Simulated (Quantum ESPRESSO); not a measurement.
# TePb (Fm-3m) in Quantum ESPRESSO: notebook

One crystal, TePb, is run at these levels: PBEsol, WC, BLYP, AM05; tasks: dielectric tensor.

Program: Quantum ESPRESSO 7.5. These are calculated values, not measurements. Logs are shortened: lines on timing, memory, paths and dates and some standing lists are left out, and cuts for length are marked.

**The experiment to reproduce.**

A printed reference work, monograph reports, for a bulk crystal of TePb: high-frequency dielectric constant 36.9 at 77 K; high-frequency dielectric constant 32.8 at 300 K.

The results are compared with them further down.

## Step 1: Starting point

The structure is cubic, space group Fm-3m (No. 225). The conventional cell has a = 6.462 Å, b = 6.462 Å, c = 6.462 Å, α = 90.00°, β = 90.00°, γ = 90.00°. Around Pb (site symmetry m-3m) lie 6 Te at 3.23 Å. Around Te (site symmetry m-3m) lie 6 Pb at 3.23 Å.

## Step 2: Dielectric tensor, PBEsol

File pw.in:

```
&CONTROL
  calculation = 'scf'
  prefix = 'pwscf'
  outdir = './tmp'
  pseudo_dir = './pseudo'
  tprnfor = .true.
  tstress = .true.
  disk_io = 'low'
/
&SYSTEM
  ibrav = 0
  nat = 2
  ntyp = 2
  ecutwfc = 80
  nbnd = 22
  occupations = 'smearing'
  smearing = 'fd'
  degauss = 0.00367493
/
&ELECTRONS
  conv_thr = 4d-10
  electron_maxstep = 120
  mixing_beta = 0.5
/
ATOMIC_SPECIES
Pb   207.2000 Pb.upf
Te   127.6000 Te.upf
CELL_PARAMETERS angstrom
   0.0000000000    3.2310000000    3.2310000000
   3.2310000000    0.0000000000    3.2310000000
   3.2310000000    3.2310000000    0.0000000000
ATOMIC_POSITIONS crystal
Pb     0.0000000000    0.0000000000    0.0000000000
Te     0.5000000000    0.5000000000    0.5000000000
K_POINTS automatic
4 4 4 1 1 1
```

File gamma.in:

```
&CONTROL
  calculation = 'bands'
  prefix = 'pwscf'
  outdir = './tmp'
  pseudo_dir = './pseudo'
  disk_io = 'low'
  verbosity = 'high'
/
&SYSTEM
  ibrav = 0
  nat = 2
  ntyp = 2
  ecutwfc = 80
  nbnd = 22
  occupations = 'smearing'
  smearing = 'fd'
  degauss = 0.00367493
/
&ELECTRONS
  conv_thr = 1d-08
  electron_maxstep = 120
  mixing_beta = 0.5
  diago_full_acc = .true.
  startingwfc = 'random'
/
ATOMIC_SPECIES
Pb   207.2000 Pb.upf
Te   127.6000 Te.upf
CELL_PARAMETERS angstrom
   0.0000000000    3.2310000000    3.2310000000
   3.2310000000    0.0000000000    3.2310000000
   3.2310000000    3.2310000000    0.0000000000
ATOMIC_POSITIONS crystal
Pb     0.0000000000    0.0000000000    0.0000000000
Te     0.5000000000    0.5000000000    0.5000000000
K_POINTS crystal
1
0.0 0.0 0.0 1
```

File scf2.in:

```
&CONTROL
  calculation = 'scf'
  prefix = 'pwscf'
  outdir = './tmp'
  pseudo_dir = './pseudo'
  tprnfor = .true.
  tstress = .true.
  disk_io = 'low'
/
&SYSTEM
  ibrav = 0
  nat = 2
  ntyp = 2
  ecutwfc = 80
  nbnd = 22
  occupations = 'fixed'
/
&ELECTRONS
  conv_thr = 1d-13
  electron_maxstep = 120
  mixing_beta = 0.5
  startingpot = 'file'
/
ATOMIC_SPECIES
Pb   207.2000 Pb.upf
Te   127.6000 Te.upf
CELL_PARAMETERS angstrom
   0.0000000000    3.2310000000    3.2310000000
   3.2310000000    0.0000000000    3.2310000000
   3.2310000000    3.2310000000    0.0000000000
ATOMIC_POSITIONS crystal
Pb     0.0000000000    0.0000000000    0.0000000000
Te     0.5000000000    0.5000000000    0.5000000000
K_POINTS automatic
4 4 4 1 1 1
```

File ph.in:

```
dielectric of TePb
&INPUTPH
  prefix = 'pwscf'
  outdir = './tmp'
  tr2_ph = 1d-18
  fildyn = 'dyn'
  niter_ph = 90
  alpha_mix(1) = 0.7
  epsil = .true.
  trans = .false.
  zeu = .true.
/
0.0000000000 0.0000000000 0.0000000000
```

Potentials or basis: PseudoDojo 0.4.1 SR PBEsol standard.

On the command line:

```bash
> OMP_NUM_THREADS=1 pw.x -in pw.in > pw.out
> OMP_NUM_THREADS=1 pw.x -in gamma.in > gamma.out
> OMP_NUM_THREADS=1 pw.x -in scf2.in > scf2.out
> OMP_NUM_THREADS=1 ph.x -in ph.in > ph.out
```

pw.out:

```text
This program is part of the open-source Quantum ESPRESSO suite
     for quantum simulation of materials; please cite
[... 9 lines left out ...]
     --------------------
     sticks:   dense  smooth     PW     G-vecs:    dense   smooth      PW
     Sum        1651    1651    475                44039    44039    6735

     Using Slab Decomposition

     bravais-lattice index     =            0
     lattice parameter (alat)  =       8.6348  a.u.
     unit-cell volume          =     455.2369 (a.u.)^3
     number of atoms/cell      =            2
     number of atomic types    =            2
     number of electrons       =        30.00
     number of Kohn-Sham states=           22
     kinetic-energy cutoff     =      80.0000  Ry
     charge density cutoff     =     320.0000  Ry
     scf convergence threshold =      4.0E-10
     mixing beta               =       0.5000
     number of iterations used =            8  plain     mixing
     Exchange-correlation= PBESOL
                           (   1   4  10   8   0   0   0)

     celldm(1)=   8.634771  celldm(2)=   0.000000  celldm(3)=   0.000000
     celldm(4)=   0.000000  celldm(5)=   0.000000  celldm(6)=   0.000000

[... 8 lines left out ...]
               b(3) = (  0.707107  0.707107 -0.707107 )

     PseudoPot. # 1 for Pb read from file:
     Pb.upf
     Pseudo is Norm-conserving + core correction, Zval = 14.0
     Generated using ONCVPSP code by D. R. Hamann
     Using radial grid of 1678 points,  6 beta functions with:
                l(1) =   0
                l(2) =   0
                l(3) =   1
                l(4) =   1
                l(5) =   2
                l(6) =   2

     PseudoPot. # 2 for Te read from file:
     Te.upf
     Pseudo is Norm-conserving + core correction, Zval = 16.0
     Generated using ONCVPSP code by D. R. Hamann
     Using radial grid of 1294 points,  6 beta functions with:
                l(1) =   0
                l(2) =   0
                l(3) =   1
                l(4) =   1
                l(5) =   2
                l(6) =   2

     atomic species   valence    mass     pseudopotential
     Pb               14.00   207.20000     Pb( 1.00)
     Te               16.00   127.60000     Te( 1.00)

     48 Sym. Ops., with inversion, found

   Cartesian axes

     site n.     atom                  positions (alat units)
         1        Pb     tau(   1) = (   0.0000000   0.0000000   0.0000000  )
         2        Te     tau(   2) = (   0.7071068   0.7071068   0.7071068  )

     number of k points=    10  Fermi-Dirac smearing, width (Ry)=  0.0037
                       cart. coord. in units 2pi/alat
        k(    1) = (   0.0883883   0.0883883   0.0883883), wk =   0.0625000
        k(    2) = (   0.2651650   0.2651650  -0.0883883), wk =   0.1875000
        k(    3) = (  -0.2651650  -0.2651650   0.4419417), wk =   0.1875000
        k(    4) = (  -0.0883883  -0.0883883   0.2651650), wk =   0.1875000
        k(    5) = (   0.4419417   0.0883883   0.0883883), wk =   0.1875000
        k(    6) = (  -0.0883883  -0.4419417   0.6187184), wk =   0.3750000
        k(    7) = (   0.0883883  -0.2651650   0.4419417), wk =   0.3750000
        k(    8) = (  -0.6187184   0.0883883   0.0883883), wk =   0.1875000
        k(    9) = (   0.2651650   0.2651650   0.2651650), wk =   0.0625000
        k(   10) = (  -0.2651650  -0.2651650   0.7954951), wk =   0.1875000

     Dense  grid:    44039 G-vectors     FFT dimensions: (  50,  50,  50)

     Initial potential from superposition of free atoms

     starting charge      29.9979, renormalised to      30.0000
     Starting wfcs are   18 randomized atomic wfcs +    4 random wfcs

     Self-consistent Calculation

     iteration #  1     ecut=    80.00 Ry     beta= 0.50
     Davidson diagonalization with overlap
     ethr =  1.00E-02,  avg # of iterations =  5.2

     Threshold (ethr) on eigenvalues was too large:
     Diagonalizing with lowered threshold

     Davidson diagonalization with overlap
     ethr =  9.94E-05,  avg # of iterations =  5.3

     total energy              =    -349.94544749 Ry
     estimated scf accuracy    <       0.02898564 Ry

     iteration #  2     ecut=    80.00 Ry     beta= 0.50
     Davidson diagonalization with overlap
     ethr =  9.66E-05,  avg # of iterations =  2.0

     total energy              =    -349.95195292 Ry
     estimated scf accuracy    <       0.00211134 Ry

     iteration #  3     ecut=    80.00 Ry     beta= 0.50
     Davidson diagonalization with overlap
     ethr =  7.04E-06,  avg # of iterations =  5.5

     total energy              =    -349.95227317 Ry
     estimated scf accuracy    <       0.00032025 Ry

     iteration #  4     ecut=    80.00 Ry     beta= 0.50
     Davidson diagonalization with overlap
     ethr =  1.07E-06,  avg # of iterations =  1.5

     total energy              =    -349.95229102 Ry
     estimated scf accuracy    <       0.00001013 Ry

     iteration #  5     ecut=    80.00 Ry     beta= 0.50
     Davidson diagonalization with overlap
     ethr =  3.38E-08,  avg # of iterations =  2.0

     total energy              =    -349.95229295 Ry
     estimated scf accuracy    <       0.00000099 Ry

     iteration #  6     ecut=    80.00 Ry     beta= 0.50
     Davidson diagonalization with overlap
     ethr =  3.31E-09,  avg # of iterations =  2.0

     total energy              =    -349.95229309 Ry
     estimated scf accuracy    <       0.00000002 Ry

     iteration #  7     ecut=    80.00 Ry     beta= 0.50
     Davidson diagonalization with overlap
     ethr =  7.71E-11,  avg # of iterations =  2.7

     total energy              =    -349.95229310 Ry
     estimated scf accuracy    <          1.4E-09 Ry

     iteration #  8     ecut=    80.00 Ry     beta= 0.50
     Davidson diagonalization with overlap
     ethr =  4.79E-12,  avg # of iterations =  2.2

     End of self-consistent calculation

          k = 0.0884 0.0884 0.0884 (  5522 PWs)   bands (ev):

   -27.2654 -27.2654 -27.2602 -27.2602 -27.2602  -7.7629  -7.7629  -7.7514
    -7.7496  -7.7496  -3.0352   2.8093   7.5823   7.5823   7.7782  12.1513
    12.3465  12.3465  14.4850  14.9586  14.9586  17.2511

          k = 0.2652 0.2652-0.0884 (  5485 PWs)   bands (ev):

   -27.2653 -27.2653 -27.2601 -27.2600 -27.2599  -7.7728  -7.7713  -7.7495
    -7.7423  -7.7392  -2.3699   1.4191   6.6481   8.1096   8.7194  10.1048
    10.4629  12.6456  14.9192  15.6911  17.5788  18.2768

          k =-0.2652-0.2652 0.4419 (  5507 PWs)   bands (ev):

   -27.2653 -27.2652 -27.2600 -27.2598 -27.2597  -7.7834  -7.7728  -7.7484
    -7.7370  -7.7333  -1.7121   0.4323   6.9997   7.4841   7.9406  10.5307
    10.8750  11.4872  15.8030  17.8381  18.3684  18.6387

          k =-0.0884-0.0884 0.2652 (  5503 PWs)   bands (ev):

   -27.2654 -27.2653 -27.2603 -27.2600 -27.2600  -7.7754  -7.7611  -7.7533
    -7.7441  -7.7424  -2.6899   2.0897   7.1308   7.2019   8.4701  10.4671
    12.4134  12.5473  13.7795  16.1237  16.3605  17.8404

          k = 0.4419 0.0884 0.0884 (  5503 PWs)   bands (ev):

   -27.2655 -27.2651 -27.2603 -27.2597 -27.2597  -7.7983  -7.7568  -7.7566
    -7.7352  -7.7334  -2.0845   1.4988   6.3509   6.5848   6.7206  12.3781
    12.7545  13.1016  13.4028  18.0642  18.3922  18.6720

          k =-0.0884-0.4419 0.6187 (  5504 PWs)   bands (ev):

   -27.2655 -27.2651 -27.2601 -27.2597 -27.2595  -7.8056  -7.7625  -7.7502
    -7.7373  -7.7276  -1.4212   0.8536   5.0768   5.7093   7.8842  11.1351
    13.3677  14.2512  14.6644  16.6255  19.3873  19.8615

          k = 0.0884-0.2652 0.4419 (  5500 PWs)   bands (ev):

   -27.2654 -27.2652 -27.2601 -27.2598 -27.2597  -7.7898  -7.7672  -7.7493
    -7.7380  -7.7338  -1.8377   0.9025   6.0532   6.7335   8.1677  10.5536
    11.9464  13.1222  14.6605  17.4880  17.8595  19.0134

          k =-0.6187 0.0884 0.0884 (  5498 PWs)   bands (ev):

   -27.2656 -27.2650 -27.2604 -27.2595 -27.2594  -7.8182  -7.7591  -7.7532
    -7.7285  -7.7273  -1.5346   1.3314   4.7106   6.2459   6.3222  12.4497
    13.6809  13.7929  14.9135  18.8425  19.3048  19.7734

          k = 0.2652 0.2652 0.2652 (  5516 PWs)   bands (ev):

   -27.2653 -27.2653 -27.2600 -27.2599 -27.2599  -7.7746  -7.7746  -7.7499
    -7.7370  -7.7370  -2.0959   0.8055   7.8874   7.8874   8.6061  10.0057
    10.4629  10.4629  15.8849  17.0509  17.0509  19.5451

          k =-0.2652-0.2652 0.7955 (  5489 PWs)   bands (ev):

   -27.2654 -27.2651 -27.2600 -27.2598 -27.2597  -7.7931  -7.7688  -7.7455
    -7.7388  -7.7331  -1.5284   0.6016   5.4402   7.1917   7.5092  11.3022
    11.4069  13.7406  15.5395  16.6484  17.1962  19.5772

     the Fermi energy is     9.3824 ev

!    total energy              =    -349.95229310 Ry
     estimated scf accuracy    <          8.5E-11 Ry
     smearing contrib. (-TS)   =      -0.00000004 Ry
     internal energy E=F+TS    =    -349.95229306 Ry

     The total energy is F=E-TS. E is the sum of the following terms:
     one-electron contribution =    -133.64141719 Ry
     hartree contribution      =      81.75313454 Ry
     xc contribution           =     -88.37831939 Ry
     ewald contribution        =    -209.68569103 Ry

     convergence has been achieved in   8 iterations

     Forces acting on atoms (cartesian axes, Ry/au):

     atom    1 type  1   force =    -0.00000000   -0.00000000    0.00000000
     atom    2 type  2   force =     0.00000000   -0.00000000    0.00000000

     Total force =     0.000000     Total SCF correction =     0.000000

     Computing stress (Cartesian axis) and pressure

          total   stress  (Ry/bohr**3)                   (kbar)     P=       -3.42
  -0.00002324  -0.00000000   0.00000000           -3.42       -0.00        0.00
  -0.00000000  -0.00002324   0.00000000           -0.00       -3.42        0.00
   0.00000000   0.00000000  -0.00002324            0.00        0.00       -3.42

=------------------------------------------------------------------------------=
   JOB DONE.
=------------------------------------------------------------------------------=
```

It took 4.5 min on 1 thread of Arm Neoverse V1, shared host; peak memory 0.11 GiB.

What came out:

| Quantity | Value |
| --- | --- |
| Free energy | -4761.3435 eV |
| Pressure | -0.3 GPa |
| Electronic dielectric tensor (diagonal) | 27.87 |
| Born charges (mean of the diagonal) | Pb +5.56; Te -5.43 e |

Electronic dielectric tensor:
```
27.87  0.00  0.00
 0.00 27.87  0.00
 0.00  0.00 27.87
```

Born effective charge tensors (e):
atom 1, Pb
```
5.56 0.00 0.00
0.00 5.56 0.00
0.00 0.00 5.56
```
atom 2, Te
```
-5.43  0.00  0.00
 0.00 -5.43  0.00
 0.00  0.00 -5.43
```

Caveat: the mesh is thin for the dielectric tensor, Born charges and intensities, which usually come out too large; the Born charges break their sum rule by 0.13 e, a sign of too thin a mesh. Spin-orbit coupling is left out, which matters for the levels of Pb, Te.

## Step 3: Dielectric tensor, WC

pw.in, as its differences from that of step 2:

```diff
@@ -15,2 +15,3 @@
   nbnd = 22
+  input_dft = 'wc'
   occupations = 'smearing'
```

gamma.in, as its differences from that of step 2:

```diff
@@ -14,2 +14,3 @@
   nbnd = 22
+  input_dft = 'wc'
   occupations = 'smearing'
```

scf2.in, as its differences from that of step 2:

```diff
@@ -15,2 +15,3 @@
   nbnd = 22
+  input_dft = 'wc'
   occupations = 'fixed'
```

ph.in is that of step 2.

Potentials or basis: PseudoDojo 0.4.1 SR PBE standard.

On the command line:

```bash
> OMP_NUM_THREADS=1 pw.x -in pw.in > pw.out
> OMP_NUM_THREADS=1 pw.x -in gamma.in > gamma.out
> OMP_NUM_THREADS=1 pw.x -in scf2.in > scf2.out
> OMP_NUM_THREADS=1 ph.x -in ph.in > ph.out
```

pw.out:

```text
This program is part of the open-source Quantum ESPRESSO suite
     for quantum simulation of materials; please cite
         "P. Giannozzi et al., J. Phys.:Condens. Matter 21 395502 (2009);
         "P. Giannozzi et al., J. Phys.:Condens. Matter 29 465901 (2017);
         "P. Giannozzi et al., J. Chem. Phys. 152 154105 (2020);
     in publications or presentations arising from this work. More details at

     IMPORTANT: XC functional enforced from input :
     Exchange-correlation= WC
                           (   1   4  11   4   0   0   0)
     Any further DFT definition will be discarded
     Please, verify this is what you really want

     Message from routine setup:
     using ibrav=0 with symmetry is DISCOURAGED, use correct ibrav instead

     G-vector sticks info
     --------------------
     sticks:   dense  smooth     PW     G-vecs:    dense   smooth      PW
     Sum        1651    1651    475                44039    44039    6735

     Using Slab Decomposition

     bravais-lattice index     =            0
     lattice parameter (alat)  =       8.6348  a.u.
     unit-cell volume          =     455.2369 (a.u.)^3
     number of atoms/cell      =            2
     number of atomic types    =            2
     number of electrons       =        30.00
     number of Kohn-Sham states=           22
     kinetic-energy cutoff     =      80.0000  Ry
     charge density cutoff     =     320.0000  Ry
     scf convergence threshold =      4.0E-10
[... 142 lines left out ...]

          k = 0.2652 0.2652-0.0884 (  5485 PWs)   bands (ev):

   -27.2466 -27.2466 -27.2409 -27.2408 -27.2407  -7.7521  -7.7505  -7.7275
    -7.7202  -7.7171  -2.3930   1.3930   6.6327   8.0965   8.7017  10.0753
    10.4404  12.6197  14.8963  15.6875  17.5709  18.2639

          k =-0.2652-0.2652 0.4419 (  5507 PWs)   bands (ev):
[... 19 lines left out ...]
   -27.2468 -27.2464 -27.2409 -27.2405 -27.2403  -7.7854  -7.7417  -7.7282
    -7.7152  -7.7054  -1.4459   0.8299   5.0604   5.6934   7.8679  11.1098
    13.3447  14.2208  14.6398  16.6072  19.3766  19.8552

          k = 0.0884-0.2652 0.4419 (  5500 PWs)   bands (ev):

   -27.2467 -27.2465 -27.2409 -27.2406 -27.2405  -7.7693  -7.7464  -7.7273
    -7.7159  -7.7117  -1.8617   0.8782   6.0375   6.7168   8.1515  10.5280
    11.9210  13.0964  14.6416  17.4755  17.8421  19.0031

          k =-0.6187 0.0884 0.0884 (  5498 PWs)   bands (ev):

   -27.2469 -27.2463 -27.2412 -27.2403 -27.2403  -7.7981  -7.7371  -7.7323
    -7.7062  -7.7050  -1.5586   1.3060   4.6939   6.2308   6.3059  12.4335
    13.6514  13.7617  14.8774  18.8185  19.3018  19.7820

          k = 0.2652 0.2652 0.2652 (  5516 PWs)   bands (ev):
[... 7 lines left out ...]
   -27.2467 -27.2464 -27.2408 -27.2406 -27.2405  -7.7727  -7.7481  -7.7235
    -7.7167  -7.7109  -1.5532   0.5786   5.4241   7.1775   7.4899  11.2747
    11.3848  13.7116  15.5219  16.6245  17.1921  19.5647

     the Fermi energy is     9.3586 ev

!    total energy              =    -350.18541176 Ry
     estimated scf accuracy    <          7.7E-11 Ry
     smearing contrib. (-TS)   =      -0.00000004 Ry
     internal energy E=F+TS    =    -350.18541172 Ry

     The total energy is F=E-TS. E is the sum of the following terms:
     one-electron contribution =    -133.34369146 Ry
     hartree contribution      =      81.68915434 Ry
     xc contribution           =     -88.84518356 Ry
     ewald contribution        =    -209.68569103 Ry

     convergence has been achieved in   8 iterations

     Forces acting on atoms (cartesian axes, Ry/au):

     atom    1 type  1   force =    -0.00000000    0.00000000    0.00000000
     atom    2 type  2   force =    -0.00000000    0.00000000   -0.00000000

     Total force =     0.000000     Total SCF correction =     0.000000

     Computing stress (Cartesian axis) and pressure

          total   stress  (Ry/bohr**3)                   (kbar)     P=       -2.91
  -0.00001981   0.00000000  -0.00000000           -2.91        0.00       -0.00
   0.00000000  -0.00001981   0.00000000            0.00       -2.91        0.00
   0.00000000   0.00000000  -0.00001981            0.00        0.00       -2.91

=------------------------------------------------------------------------------=
   JOB DONE.
=------------------------------------------------------------------------------=
```

scf2.out:

```text
This program is part of the open-source Quantum ESPRESSO suite
     for quantum simulation of materials; please cite
         "P. Giannozzi et al., J. Phys.:Condens. Matter 21 395502 (2009);
         "P. Giannozzi et al., J. Phys.:Condens. Matter 29 465901 (2017);
         "P. Giannozzi et al., J. Chem. Phys. 152 154105 (2020);
[... 238 lines left out ...]
   0.00000000  -0.00001984   0.00000000            0.00       -2.92        0.00
   0.00000000   0.00000000  -0.00001984            0.00        0.00       -2.92

=------------------------------------------------------------------------------=
   JOB DONE.
=------------------------------------------------------------------------------=
```

Wall time 4.6 min (1 thread of Arm Neoverse V1, shared host); peak memory 0.11 GiB.

What came out:

| Quantity | Value |
| --- | --- |
| Free energy | -4764.5152 eV |
| Pressure | -0.3 GPa |
| Electronic dielectric tensor (diagonal) | 28.11 |
| Born charges (mean of the diagonal) | Pb +5.57; Te -5.44 e |

Electronic dielectric tensor:
```
28.11  0.00  0.00
 0.00 28.11  0.00
 0.00  0.00 28.11
```

Born effective charge tensors (e):
atom 1, Pb
```
5.57 0.00 0.00
0.00 5.57 0.00
0.00 0.00 5.57
```
atom 2, Te
```
-5.44  0.00  0.00
 0.00 -5.44  0.00
 0.00  0.00 -5.44
```

Caveat: the mesh is thin for the dielectric tensor, Born charges and intensities, which usually come out too large; the potentials were made for another functional, which shifts forces and pressure; the Born charges break their sum rule by 0.13 e, a sign of too thin a mesh.

(Continued in part 2 of 2.)
